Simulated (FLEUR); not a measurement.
# CdTe (F-43m) in FLEUR: further runs, part 2 of 2

FLEUR MaX-R8.1 (later development tree). The steps go on from the part before.

## 3. Equation of state, PBE, 30.95 Å³/atom (volume scaled by 0.94)

Changes to inp.xml since step 2:

```diff
@@ -24,3 +24,3 @@
       <xi:include xmlns:xi="http://www.w3.org/2001/XInclude" href="sym.xml"> </xi:include>
-      <bulkLattice scale="1.0">
+      <bulkLattice scale="0.9795861087">
          <bravaisMatrix>
@@ -34,3 +34,3 @@
       <species name="Tellurium (Te)" element="Te" atomicNumber="52">
-         <mtSphere radius="2.3" gridPoints="761" logIncrement="0.017"/>
+         <mtSphere radius="2.23" gridPoints="761" logIncrement="0.017"/>
          <atomicCutoffs lmax="9" lnonsphr="7"/>
@@ -51,3 +51,3 @@
       <species name="Cadmium (Cd)" element="Cd" atomicNumber="48">
-         <mtSphere radius="2.56" gridPoints="847" logIncrement="0.015"/>
+         <mtSphere radius="2.48" gridPoints="847" logIncrement="0.015"/>
          <atomicCutoffs lmax="10" lnonsphr="8"/>
```

Potentials or basis: all-electron, FLAPW.

The run is started by

```sh
$ inpgen -f crystal.txt -profile moderate
$ # inp.xml edited to the form shown
$ fleur_MPI
```

What it wrote:

```text
Welcome to FLEUR        (www.flapw.de)
      MaX-Release 8.1          (www.max-centre.eu)

 ========== k-point set info ==========
 Selected k-point list: default-1
 k-point list type: mesh
 7 x 7 x 7
 Number of k points: 20

 ------------Calculation Setup---------------------------
 Number of MPI-tasks      :            1
 Number of PE/node        :            1
 Number of OMP-threads    :            1
 Most efficient MPI parallelization for:
           1           2           4           5          10          20
 Additional eigenvalue parallelization possible
 Number of basis functions:          738
 Approximate size of matrices (H+S) per k-point:         0.016 GB
 --------------------------------------------------------
 Iteration:     1   Distance:       5.86650080 me/bohr^3
 Iteration:     2   Distance:       5.40433125 me/bohr^3
 Iteration:     3   Distance:       3.23264103 me/bohr^3
 Iteration:     4   Distance:       1.00246837 me/bohr^3
 Iteration:     5   Distance:       0.69759729 me/bohr^3
 Iteration:     6   Distance:       0.15867777 me/bohr^3
 Iteration:     7   Distance:       0.11206517 me/bohr^3
 Iteration:     8   Distance:       0.03925084 me/bohr^3
 Iteration:     9   Distance:       0.00866439 me/bohr^3
 Iteration:    10   Distance:       0.00446604 me/bohr^3
 Iteration:    11   Distance:       0.00046091 me/bohr^3
 Iteration:    12   Distance:       0.00040163 me/bohr^3
 Iteration:    13   Distance:       0.00006153 me/bohr^3
 Iteration:    14   Distance:       0.00001260 me/bohr^3
 Iteration:    15   Distance:       0.00001060 me/bohr^3
 Iteration:    16   Distance:       0.00000977 me/bohr^3

 ********************************************************************
 Run finished successfully
 Stop message:
   all done
 ********************************************************************
```

It took 2.6 min on 1 thread of Arm Neoverse V1, shared host; peak memory 0.14 GiB.

What came out:

```
Free energy                                           : -337227.7193 eV
Band gap on the k mesh                                : 1.06 eV, direct
Valence electrons inside the program's atomic spheres : Te 18.86; Cd 18.49 (radii Te 2.23, Cd 2.48 bohr)
```

Caveat: spin-orbit coupling is left out, which moves the levels of the heavy elements.

## 4. Equation of state, PBE, 31.60 Å³/atom (volume scaled by 0.96)

Changes to inp.xml since step 3:

```diff
@@ -24,3 +24,3 @@
       <xi:include xmlns:xi="http://www.w3.org/2001/XInclude" href="sym.xml"> </xi:include>
-      <bulkLattice scale="0.9795861087">
+      <bulkLattice scale="0.9864848297">
          <bravaisMatrix>
```

The run is started by

```sh
$ inpgen -f crystal.txt -profile moderate
$ # inp.xml edited to the form shown
$ fleur_MPI
```

It took 2.7 min on 1 thread of Arm Neoverse V1, shared host; peak memory 0.15 GiB.

It converged, with:

| Item | Value |
| --- | --- |
| Free energy | -337227.7801 eV |
| Band gap on the k mesh | 1.00 eV, direct |
| Valence electrons inside the program's atomic spheres | Te 18.85; Cd 18.46 (radii Te 2.23, Cd 2.48 bohr) |

Caveat: spin-orbit coupling is left out, which moves the levels of the heavy elements.

## 5. Equation of state, PBE, 32.92 Å³/atom

Changes to inp.xml since step 4:

```diff
@@ -24,3 +24,3 @@
       <xi:include xmlns:xi="http://www.w3.org/2001/XInclude" href="sym.xml"> </xi:include>
-      <bulkLattice scale="0.9864848297">
+      <bulkLattice scale="1.0000000000">
          <bravaisMatrix>
```

The run is started by

```sh
$ inpgen -f crystal.txt -profile moderate
$ # inp.xml edited to the form shown
$ fleur_MPI
```

It took 2.8 min on 1 thread of Arm Neoverse V1, shared host; peak memory 0.15 GiB.

It converged, with:

| Quantity | Value |
| --- | --- |
| Free energy | -337227.8694 eV |
| Band gap on the k mesh | 0.87 eV, direct |
| Valence electrons inside the program's atomic spheres | Te 18.83; Cd 18.43 (radii Te 2.23, Cd 2.48 bohr) |

Caveat: spin-orbit coupling is left out, which moves the levels of the heavy elements.

## 6. Equation of state, PBE, 34.24 Å³/atom (volume scaled by 1.04)

Changes to inp.xml since step 5:

```diff
@@ -24,3 +24,3 @@
       <xi:include xmlns:xi="http://www.w3.org/2001/XInclude" href="sym.xml"> </xi:include>
-      <bulkLattice scale="1.0000000000">
+      <bulkLattice scale="1.0131594038">
          <bravaisMatrix>
```

Potentials or basis: all-electron, FLAPW.

The run is started by

```sh
$ inpgen -f crystal.txt -profile moderate
$ # inp.xml edited to the form shown
$ fleur_MPI
```

It took 3 min on 1 thread of Arm Neoverse V1, shared host; peak memory 0.16 GiB.

It converged, with:

- Free energy: -337227.9230 eV
- Band gap on the k mesh: 0.75 eV, direct
- Valence electrons inside the program's atomic spheres: Te 18.81; Cd 18.39 (radii Te 2.23, Cd 2.48 bohr)

Caveat: spin-orbit coupling is left out, which moves the levels of the heavy elements.

## 7. Equation of state, PBE, 34.90 Å³/atom (volume scaled by 1.06)

Changes to inp.xml since step 6:

```diff
@@ -24,3 +24,3 @@
       <xi:include xmlns:xi="http://www.w3.org/2001/XInclude" href="sym.xml"> </xi:include>
-      <bulkLattice scale="1.0131594038">
+      <bulkLattice scale="1.0196128224">
          <bravaisMatrix>
```

The run is started by

```sh
$ inpgen -f crystal.txt -profile moderate
$ # inp.xml edited to the form shown
$ fleur_MPI
```

It took 3.1 min on 1 thread of Arm Neoverse V1, shared host; peak memory 0.16 GiB.

Results (log left out):

```yaml
Free_energy: -337227.9383 eV
Band_gap_on_the_k_mesh: 0.69 eV, direct
Valence_electrons_inside_the_program's_atomic_spheres: Te 18.81; Cd 18.38 (radii Te 2.23, Cd 2.48 bohr)
```

Caveat: spin-orbit coupling is left out, which moves the levels of the heavy elements.

## 8. Equation of state, PBE

This step only gathers the single runs of the series.

What came out:

```yaml
Equilibrium_volume: "36.25 Å³/atom (rough: see the caveat)"
Bulk_modulus: 35 GPa (rough)
```

Energy against volume, from the lowest point:
```
volume (Å³/atom)  energy (meV/atom)
          30.947             109.54
          31.605              79.10
          32.922              34.47
          34.239               7.67
          34.897               0.00
```

Caveat: the minimum lies outside the volumes run. The run has no spin-orbit coupling, so splittings on Te are missing.

## 9. Against experiment

Step 2. Measured gap of CdTe: 1.607 eV (0 K; a printed reference work, data compilation). This calculation gives 0.87 eV (-0.74 eV). Spin-orbit coupling on Cd, Te is left out. The value is that of PBE, without temperature or zero-point motion. Semilocal functionals fall short of measured gaps as a rule.
